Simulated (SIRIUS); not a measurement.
# BN (P1) in SIRIUS: convergence with wave cutoff

Aim: find how far wave cutoff must go before the results for BN settle, at PBE. This setting moves, with any that are tied to it; all else stays.

All numbers are computed with SIRIUS 7.10.0; they aren't measurements. Logs are shortened: lines on timing, memory, paths and dates and some standing lists are left out, and cuts for length are marked. The log counts tension as positive stress, the text compression.

### Step 1. The cell of the first run

The typed cell holds 2 atoms: a = 2.564 Å, b = 2.564 Å, c = 2.564 Å, α = 60.00°, β = 60.00°, γ = 60.00°.

The cell is a database's computed one.

The cell isn't the ideal one: atoms moved at random, drawn with an rms of 0.15 Å.

### Step 2. With wave cutoff 287.9 eV

File sirius.json:

```json
{
  "control": {
    "processing_unit": "cpu",
    "verbosity": 2,
    "num_bands_to_print": 10,
    "print_forces": true,
    "print_stress": true
  },
  "parameters": {
    "electronic_structure_method": "pseudopotential",
    "xc_functionals": ["XC_GGA_X_PBE", "XC_GGA_C_PBE"],
    "gk_cutoff": 4.6,
    "pw_cutoff": 9.2,
    "ngridk": [7, 7, 7],
    "shiftk": [0, 0, 0],
    "smearing": "gaussian",
    "smearing_width": 0.0018374661,
    "num_bands": 10,
    "num_mag_dims": 0,
    "num_dft_iter": 100,
    "energy_tol": 1e-08,
    "density_tol": 1e-06
  },
  "iterative_solver": {
    "type": "davidson",
    "min_tolerance": 1e-10
  },
  "mixer": {
    "type": "anderson",
    "beta": 0.7,
    "max_history": 8
  },
  "settings": {
    "tol_ne": 1e-10
  },
  "unit_cell": {
    "lattice_vectors": [
      [0.0, 0.707106781187, 0.707106781187],
      [0.707106781187, 0.0, 0.707106781187],
      [0.707106781187, 0.707106781187, 0.0]
    ],
    "lattice_vectors_scale": 4.8452022309,
    "atom_coordinate_units": "lattice",
    "atom_types": ["N", "B"],
    "atom_files": {
      "N": "N.json",
      "B": "B.json"
    },
    "atoms": {
      "N": [
        [0.198503, 0.304037, 0.246582]
      ],
      "B": [
        [0.057101, 0.018786, -0.048783]
      ]
    }
  }
}
```

Potentials or basis: SPMS 1.0 PBE (norm-conserving).

Run with:

```
$ upf_to_json 07_N_5_1.2_1.4_pbe_n_v1.0.upf
$ upf_to_json 05_B_3_1.5_1.7_pbe_n_v1.0.upf
$ OMP_NUM_THREADS=1 sirius.scf --input=sirius.json --output=out.json --task=0
```

The log of the run:

```text
[info] SIRIUS version : 7.10.0
[info] number of MPI ranks           : 1
[info] MPI grid                      : 1 1
[info] maximum number of OMP threads : 1
[fft] FFT context for density and potential
[fft] =====================================
[fft]   comm size                             : 1
[fft]   plane wave cutoff                     : 9.2
[fft]   grid size                             : 18 18 18   total : 5832
[fft]   grid limits                           : -8 9   -8 9   -8 9
[fft]   number of G-vectors within the cutoff : 534
[fft]   local number of G-vectors             : 534
[fft]   number of G-shells                    : 47
[fft] FFT context for coarse grid
[fft] =====================================
[fft]   comm size                             : 1
[fft]   plane wave cutoff                     : 9.2
[fft]   grid size                             : 18 18 18   total : 5832
[fft]   grid limits                           : -8 9   -8 9   -8 9
[fft]   number of G-vectors within the cutoff : 534
[fft]   local number of G-vectors             : 534
[fft]   number of G-shells                    : 47
[unit cell] lattice vectors
[unit cell]   a1 :       0.0000000000      3.4260753537      3.4260753537
[unit cell]   a2 :       3.4260753537      0.0000000000      3.4260753537
[unit cell]   a3 :       3.4260753537      3.4260753537      0.0000000000
[unit cell] reciprocal lattice vectors
[unit cell]   b1 :      -0.9169654282      0.9169654282      0.9169654282
[unit cell]   b2 :       0.9169654282     -0.9169654282      0.9169654282
[unit cell]   b3 :       0.9169654282      0.9169654282     -0.9169654282
[unit cell] unit cell volume :        80.43049244 [a.u.^3]
[unit cell] 1/sqrt(omega)    :         0.11150379
[unit cell] MT volume        :         0.00000000 ( 0.00%)
[unit cell] IT volume        :        80.43049244 (100.00%)
[unit cell] number of atom types : 2
[unit cell] type id : 0 symbol :  N mt_radius :  10.650000 num_atoms : 1
[unit cell] type id : 1 symbol :  B mt_radius :  15.250000 num_atoms : 1
[unit cell] total number of atoms : 2
[unit cell] number of symmetry classes : 2
[unit cell] number of PAW atoms : 0
[unit cell] atom id  type id  class id             position                      vector_field
[unit cell] ------------------------------------------------------------------------------------------
[unit cell]      0        0        0      0.19850   0.30404   0.24658      0.00000   0.00000   0.00000
[unit cell]      1        1        1      0.05710   0.01879  -0.04878      0.00000   0.00000   0.00000
[unit cell] atom id         position (Cartesian, a.u.)
[unit cell] ---------------------------------------------
[unit cell]      0       1.886462    1.524895    1.721740
[unit cell]      1      -0.102772    0.028498    0.259995
[unit cell] class id : 0 atom id : 0
[unit cell] class id : 1 atom id : 1
[unit cell] minimum bond length:     2.815115
[unit cell] total number of pseudo wave-functions: 8
[sym] space group number   : 1
[sym] international symbol : P1
[sym] Hall symbol          : P 1
[sym] space group transformation matrix :
[... 318 lines left out ...]
[find] hartree contribution           :       1.54636933
[find] xc contribution                :      -4.27855425
[find] ewald contribution             :     -13.08683343
[find] PAW contribution               :       0.00000000
[find] smearing (-TS)                 :      -0.00000000
[find] SCF correction                 :      -0.00000000
[find] Total energy                   :     -13.00105950 (Ha),     -26.00211899 (Ry)
[find] Free energy (E-TS)             :     -13.00105950 (Ha),     -26.00211899 (Ry)
[find] band gap (eV)                  :       2.26578670
[find] Efermi                         :       0.56827107
[find] iteration : 11, RMS : 8.975828594855e-10, energy difference : -5.950795411991e-13
[find] Hartree energy of density residual : 5.591104706678e-18
[find] bands are converged : true
[find] iterative solver converged : true
[find] converged after 12 SCF iterations!
[find] Charges and magnetic moments
[find] --------------------------------------------------------------------------------
[find] total charge          : 8.000000
[find] Energy
[find] --------------------------------------------------------------------------------
[find] valence_eval_sum               :       1.05653192
[find] <rho|V^{XC}>                   :      -4.85416560
[find] <rho|E^{XC}>                   :      -4.27855425
[find] <mag|B^{XC}>                   :       0.00000000
[find] <rho|V^{H}>                    :       3.09273867
[find] one-electron contribution      :       2.81795885 (Ha),       5.63591771 (Ry)
[find] hartree contribution           :       1.54636933
[find] xc contribution                :      -4.27855425
[find] ewald contribution             :     -13.08683343
[find] PAW contribution               :       0.00000000
[find] smearing (-TS)                 :      -0.00000000
[find] SCF correction                 :      -0.00000000
[find] Total energy                   :     -13.00105950 (Ha),     -26.00211899 (Ry)
[find] Free energy (E-TS)             :     -13.00105950 (Ha),     -26.00211899 (Ry)
[find] band gap (eV)                  :       2.26578670
[find] Efermi                         :       0.56827107
[ground_state] === stress tensor components [kbar] ===
[ground_state] === stress_kin ===
[ground_state] -20346.191018  396.819921  350.316726
[ground_state]   396.819921-20318.932491 -430.690656
[ground_state]   350.316726 -430.690656-20334.129890
[ground_state] === stress_har ===
[ground_state] -1875.930338 -331.318189 -282.333198
[ground_state]  -331.318189-1895.832924  366.553229
[ground_state]  -282.333198  366.553229-1884.766891
[ground_state] === stress_ewald ===
[ground_state] 16081.975124-2615.131232-2182.873936
[ground_state] -2615.13123215821.842618 2922.405486
[ground_state] -2182.873936 2922.40548615967.074344
[ground_state] === stress_vloc ===
[ground_state]  1599.282048 2550.286902 2148.814478
[ground_state]  2550.286902 1829.228680-2837.384055
[ground_state]  2148.814478-2837.384055 1701.032986
[ground_state] === stress_xc ===
[ground_state]  2255.306976  -12.589132  -10.575738
[ground_state]   -12.589132 2254.126774   14.029694
[ground_state]   -10.575738   14.029694 2254.786746
[ground_state] === stress_core ===
[ground_state]  2231.822244   10.403466    8.745394
[ground_state]    10.403466 2233.110450  -11.589268
[ground_state]     8.745394  -11.589268 2232.386903
[ground_state] === stress_nonloc ===
[ground_state]  1518.533374  -36.800969  -36.281991
[ground_state]   -36.800969 1516.607166   37.669147
[ground_state]   -36.281991   37.669147 1517.615404
[ground_state] === stress_us_nl ===
[ground_state]  1518.533374  -36.800969  -36.281991
[ground_state]   -36.800969 1516.607166   37.669147
[ground_state]   -36.281991   37.669147 1517.615404
[ground_state] === stress_total ===
[ground_state]  1464.798411  -38.329232   -4.188264
[ground_state]   -38.329232 1440.150273   60.993577
[ground_state]    -4.188264   60.993577 1453.999602
[ground_state] ==== total Forces in Ha/bohr =====
[ground_state] atom:    0, force:      -0.0540643      0.0214564      0.0412630
[ground_state] atom:    1, force:       0.0538621     -0.0214141     -0.0411494
[ground_state] ==== ultrasoft contribution from Qij =====
[ground_state] atom:    0, force:       0.0000000      0.0000000      0.0000000
[ground_state] atom:    1, force:       0.0000000      0.0000000      0.0000000
[ground_state] ==== non-local contribution from Beta-projector =====
[ground_state] atom:    0, force:      -0.0258964      0.0121822      0.0204209
[ground_state] atom:    1, force:       0.0682554     -0.0338252     -0.0546924
[ground_state] ==== contribution from local potential =====
[ground_state] atom:    0, force:       0.0823400     -0.0285764     -0.0616375
[ground_state] atom:    1, force:      -0.1239574      0.0496150      0.0952237
[ground_state] ==== contribution from core density =====
[ground_state] atom:    0, force:       0.0014849     -0.0008128     -0.0012463
[ground_state] atom:    1, force:      -0.0024288      0.0014595      0.0020452
[ground_state] ==== Ewald forces from ions =====
[ground_state] atom:    0, force:      -0.1119929      0.0386634      0.0837260
[ground_state] atom:    1, force:       0.1119929     -0.0386634     -0.0837260
[~DFT_ground_state] local op. applied: 46717
[~DFT_ground_state] evp. work count: 18916.9
[~DFT_ground_state] number of iterative solver steps: 5360
```

Run time: 9.2 s. Hardware: 1 thread of Arm Neoverse V1, shared host; peak memory 0.13 GiB.

Results:

* Free energy: -353.7769 eV
* Pressure: -145.3 GPa
* Largest force: 3.667 eV/Å
* Band gap on the k mesh: 2.27 eV

### Step 3. With wave cutoff 414.6 eV

sirius.json: that of step 2 with these lines changed.

```diff
@@ -11,4 +11,4 @@
     "xc_functionals": ["XC_GGA_X_PBE", "XC_GGA_C_PBE"],
-    "gk_cutoff": 4.6,
-    "pw_cutoff": 9.2,
+    "gk_cutoff": 5.52,
+    "pw_cutoff": 11.04,
     "ngridk": [7, 7, 7],
@@ -37,7 +37,6 @@
     "lattice_vectors": [
-      [0.0, 0.707106781187, 0.707106781187],
-      [0.707106781187, 0.0, 0.707106781187],
-      [0.707106781187, 0.707106781187, 0.0]
+      [0.0, 3.426075353673, 3.426075353673],
+      [3.426075353673, 0.0, 3.426075353673],
+      [3.426075353673, 3.426075353673, 0.0]
     ],
-    "lattice_vectors_scale": 4.8452022309,
     "atom_coordinate_units": "lattice",
```

Potentials or basis: SPMS 1.0 PBE (norm-conserving).

Run with:

```
$ upf_to_json 07_N_5_1.2_1.4_pbe_n_v1.0.upf
$ upf_to_json 05_B_3_1.5_1.7_pbe_n_v1.0.upf
$ OMP_NUM_THREADS=1 sirius.scf --input=sirius.json --output=out.json --task=0
```

Wall time 9.7 s (1 thread of Arm Neoverse V1, shared host); peak memory 0.15 GiB.

What came out:

* Free energy: -359.8406 eV
* Pressure: -103.9 GPa
* Largest force: 2.630 eV/Å
* Band gap on the k mesh: 2.95 eV

### Step 4. With wave cutoff 564.3 eV

sirius.json: that of step 3 with these lines changed.

```diff
@@ -11,4 +11,4 @@
     "xc_functionals": ["XC_GGA_X_PBE", "XC_GGA_C_PBE"],
-    "gk_cutoff": 5.52,
-    "pw_cutoff": 11.04,
+    "gk_cutoff": 6.44,
+    "pw_cutoff": 12.88,
     "ngridk": [7, 7, 7],
```

Run with:

```
$ upf_to_json 07_N_5_1.2_1.4_pbe_n_v1.0.upf
$ upf_to_json 05_B_3_1.5_1.7_pbe_n_v1.0.upf
$ OMP_NUM_THREADS=1 sirius.scf --input=sirius.json --output=out.json --task=0
```

Wall time 18 s (1 thread of Arm Neoverse V1, shared host); peak memory 0.18 GiB.

Results:

```
Free energy            : -362.9289 eV
Pressure               : -44.5 GPa
Largest force          : 3.021 eV/Å
Band gap on the k mesh : 2.81 eV
```

### Step 5. With wave cutoff 737 eV

sirius.json: that of step 4 with these lines changed.

```diff
@@ -11,4 +11,4 @@
     "xc_functionals": ["XC_GGA_X_PBE", "XC_GGA_C_PBE"],
-    "gk_cutoff": 6.44,
-    "pw_cutoff": 12.88,
+    "gk_cutoff": 7.36,
+    "pw_cutoff": 14.72,
     "ngridk": [7, 7, 7],
@@ -37,6 +37,7 @@
     "lattice_vectors": [
-      [0.0, 3.426075353673, 3.426075353673],
-      [3.426075353673, 0.0, 3.426075353673],
-      [3.426075353673, 3.426075353673, 0.0]
+      [0.0, 0.707106781187, 0.707106781187],
+      [0.707106781187, 0.0, 0.707106781187],
+      [0.707106781187, 0.707106781187, 0.0]
     ],
+    "lattice_vectors_scale": 4.8452022309,
     "atom_coordinate_units": "lattice",
```

Run with:

```
$ upf_to_json 07_N_5_1.2_1.4_pbe_n_v1.0.upf
$ upf_to_json 05_B_3_1.5_1.7_pbe_n_v1.0.upf
$ OMP_NUM_THREADS=1 sirius.scf --input=sirius.json --output=out.json --task=0
```

Run time: 21 s. Hardware: 1 thread of Arm Neoverse V1, shared host; peak memory 0.21 GiB.

What came out:

* Free energy: -363.9252 eV
* Pressure: -5.6 GPa
* Largest force: 2.836 eV/Å
* Band gap on the k mesh: 2.95 eV

### Step 6. With wave cutoff 932.8 eV

sirius.json: that of step 5 with these lines changed.

```diff
@@ -11,4 +11,4 @@
     "xc_functionals": ["XC_GGA_X_PBE", "XC_GGA_C_PBE"],
-    "gk_cutoff": 7.36,
-    "pw_cutoff": 14.72,
+    "gk_cutoff": 8.28,
+    "pw_cutoff": 16.56,
     "ngridk": [7, 7, 7],
@@ -37,7 +37,6 @@
     "lattice_vectors": [
-      [0.0, 0.707106781187, 0.707106781187],
-      [0.707106781187, 0.0, 0.707106781187],
-      [0.707106781187, 0.707106781187, 0.0]
+      [0.0, 3.426075353673, 3.426075353673],
+      [3.426075353673, 0.0, 3.426075353673],
+      [3.426075353673, 3.426075353673, 0.0]
     ],
-    "lattice_vectors_scale": 4.8452022309,
     "atom_coordinate_units": "lattice",
```

Potentials or basis: SPMS 1.0 PBE (norm-conserving).

Run with:

```
$ upf_to_json 07_N_5_1.2_1.4_pbe_n_v1.0.upf
$ upf_to_json 05_B_3_1.5_1.7_pbe_n_v1.0.upf
$ OMP_NUM_THREADS=1 sirius.scf --input=sirius.json --output=out.json --task=0
```

It took 37 s on 1 thread of Arm Neoverse V1, shared host; peak memory 0.27 GiB.

The run converged. Its results:

```yaml
Free_energy: -364.0929 eV
Pressure: 6.9 GPa
Largest_force: 2.852 eV/Å
Band_gap_on_the_k_mesh: 2.96 eV
```

### Step 7. With wave cutoff 1151.6 eV

sirius.json: that of step 6 with these lines changed.

```diff
@@ -11,4 +11,4 @@
     "xc_functionals": ["XC_GGA_X_PBE", "XC_GGA_C_PBE"],
-    "gk_cutoff": 8.28,
-    "pw_cutoff": 16.56,
+    "gk_cutoff": 9.2,
+    "pw_cutoff": 18.4,
     "ngridk": [7, 7, 7],
```

Run with:

```
$ upf_to_json 07_N_5_1.2_1.4_pbe_n_v1.0.upf
$ upf_to_json 05_B_3_1.5_1.7_pbe_n_v1.0.upf
$ OMP_NUM_THREADS=1 sirius.scf --input=sirius.json --output=out.json --task=0
```

Run time: 32 s. Hardware: 1 thread of Arm Neoverse V1, shared host; peak memory 0.31 GiB.

It converged, with:

```yaml
Free_energy: -364.1039 eV
Pressure: 8.6 GPa
Largest_force: 2.851 eV/Å
Band_gap_on_the_k_mesh: 2.96 eV
```

### Step 8. With wave cutoff 1523 eV

sirius.json: that of step 7 with these lines changed.

```diff
@@ -11,4 +11,4 @@
     "xc_functionals": ["XC_GGA_X_PBE", "XC_GGA_C_PBE"],
-    "gk_cutoff": 9.2,
-    "pw_cutoff": 18.4,
+    "gk_cutoff": 10.58,
+    "pw_cutoff": 21.16,
     "ngridk": [7, 7, 7],
```

Run with:

```
$ upf_to_json 07_N_5_1.2_1.4_pbe_n_v1.0.upf
$ upf_to_json 05_B_3_1.5_1.7_pbe_n_v1.0.upf
$ OMP_NUM_THREADS=1 sirius.scf --input=sirius.json --output=out.json --task=0
```

Wall time 62 s (1 thread of Arm Neoverse V1, shared host); peak memory 0.43 GiB.

It converged, with:

```
Free energy            : -364.1043 eV
Pressure               : 8.6 GPa
Largest force          : 2.851 eV/Å
Band gap on the k mesh : 2.96 eV
```

### Step 9. With wave cutoff 1946.2 eV

sirius.json: that of step 8 with these lines changed.

```diff
@@ -11,4 +11,4 @@
     "xc_functionals": ["XC_GGA_X_PBE", "XC_GGA_C_PBE"],
-    "gk_cutoff": 10.58,
-    "pw_cutoff": 21.16,
+    "gk_cutoff": 11.96,
+    "pw_cutoff": 23.92,
     "ngridk": [7, 7, 7],
```

Potentials or basis: SPMS 1.0 PBE (norm-conserving).

Run with:

```
$ upf_to_json 07_N_5_1.2_1.4_pbe_n_v1.0.upf
$ upf_to_json 05_B_3_1.5_1.7_pbe_n_v1.0.upf
$ OMP_NUM_THREADS=1 sirius.scf --input=sirius.json --output=out.json --task=0
```

Run time: 88 s. Hardware: 1 thread of Arm Neoverse V1, shared host; peak memory 0.54 GiB.

The run converged. Its results:

- Free energy: -364.1045 eV
- Pressure: 8.6 GPa
- Largest force: 2.851 eV/Å
- Band gap on the k mesh: 2.96 eV

### Step 10. The series at a glance

```
wave cutoff  energy less the tightest run, at zero smearing (meV/atom)  pressure (GPa)  largest force (eV/Å)  gap on the mesh (eV)  SCF cycles  CPU time (s)  peak memory (GiB)
   287.9 eV                                                    5163.81         -145.30                 3.667                 2.266          12           9.2               0.13
   414.6 eV                                                    2131.92         -103.88                 2.630                 2.952          14           9.7               0.15
   564.3 eV                                                     587.79          -44.51                 3.021                 2.813          15            18               0.18
     737 eV                                                      89.63           -5.56                 2.836                 2.948          15            21               0.21
   932.8 eV                                                       5.78            6.95                 2.852                 2.956          16            37               0.27
  1151.6 eV                                                       0.28            8.61                 2.851                 2.958          16            32               0.31
    1523 eV                                                       0.08            8.61                 2.851                 2.958          16            62               0.43
  1946.2 eV                                                       0.00            8.60                 2.851                 2.958          16            88               0.54
```

Against the tightest run, the energy stays within 1 meV/atom from 1151.6 eV on; the pressure stays within 0.1 GPa from 1151.6 eV on; the largest force stays within 0.005 eV/Å from 932.8 eV on; the gap on the mesh stays within 0.01 eV from 737 eV on. The tightest run that finished is the yardstick and may itself not be fully converged.

Caveats: all runs use coarse meshes; an odd mesh through Γ misses points on the zone boundary, where band edges often lie.
